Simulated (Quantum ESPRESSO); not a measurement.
The system is SnSe.

```
Sn Se
1.0
     0.00000    3.01000    3.01000
     3.01000    0.00000    3.01000
     3.01000    3.01000    0.00000
Sn Se
1 1
Direct
  0.00000 0.00000 0.00000
  0.50000 0.50000 0.50000
```

Measurements of this composition are mostly on another form, of space group No. 62.

Base run:

| Property | Result |
| --- | --- |
| Program | Quantum ESPRESSO 7.5 |
| Functional | LDA |
| Potentials or basis | PseudoDojo 0.4 FR PBE standard |
| Cutoff | 1170 eV |
| Density cutoff | 4680 eV |
| k mesh | 8 × 8 × 8 |
| Occupations | fermi-dirac, width 0.05 eV |
| Spin | spin-orbit coupling, no magnetisation |

Its results: pressure -3.4 GPa.

Problem. The run is repeated on the same cell with these changes: functional from LDA to PBE. What comes out?

Solution. Pressure 0.9 GPa.

PBE binds less tightly than LDA, so the same cell stands under more pressure.

Caveats: the potentials were made for another functional, which shifts forces and pressure (some runs).
